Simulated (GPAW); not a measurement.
Runs of GPAW 26.7.0 on HfC. Symmetry: Fm-3m, No. 225, cubic system. Conventional cell: a = 4.650 Å, b = 4.650 Å, c = 4.650 Å, α = 90.00°, β = 90.00°, γ = 90.00°. Around Hf (site symmetry m-3m) lie 6 C at 2.33 Å. C (site symmetry m-3m) is surrounded by 6 Hf at 2.33 Å. 

| task | level | potentials or basis | spin | k mesh | cutoff (eV) | eigensolver | maxiter | band path | band points | spin axis theta (degrees) | mesh quality | gap on the mesh (eV) | pressure (GPa) |
| --- | --- | --- | --- | --- | --- | --- | --- | --- | --- | --- | --- | --- | --- |
| band structure | BLYP | PAW data sets generated in the run's folder for this functional, pw | SOC, no magnetisation | 8 × 8 × 8 | 800 | davidson | 150 | GXWKGLUWLK,UX | 60 | 54.7 | not flagged | - | 7.4 |
| band structure | PBE | PAW data sets generated in the run's folder for this functional, pw | off | 8 × 8 × 8 | 800 | - | 150 | GXWKGLUWLK,UX | 80 | - | not flagged | - | 1.3 |
| single point | HSE03 | GPAW PAW data sets (gpaw-data 1.2.1), pw | off | 5 × 5 × 5 | 600 | - | 60 | - | - | - | coarse | none | - |
| single point | PBE | GPAW PAW data sets (gpaw-data 1.2.1), pw | off | 8 × 8 × 8 | 650 | - | 120 | - | - | - | not flagged | none | (a) |

Alike in all rows: cell as given; smearing fermi-dirac 0.05 eV.

Question: Fill in the values left out.

Answer: (a) 1.4.

Caveats: some runs use coarse meshes; spin-orbit coupling was added after a scalar SCF, so levels and gaps hold it while energy, forces, pressure and moments don't (some runs); this program's spin-orbit splittings come out too wide for heavy elements (some runs); spin-orbit coupling is left out, which moves the levels of the heavy elements (some runs); the PAW data sets were made with another functional, which shifts forces and pressure a little (some runs); the cutoff is short for stress and forces, so pressures can be off by a GPa or more (some runs).

A k mesh can miss the band edges, and rows without SOC leave out spin-orbit coupling on Hf.

A gap of «none» marks a metal or a gap under the smearing width.
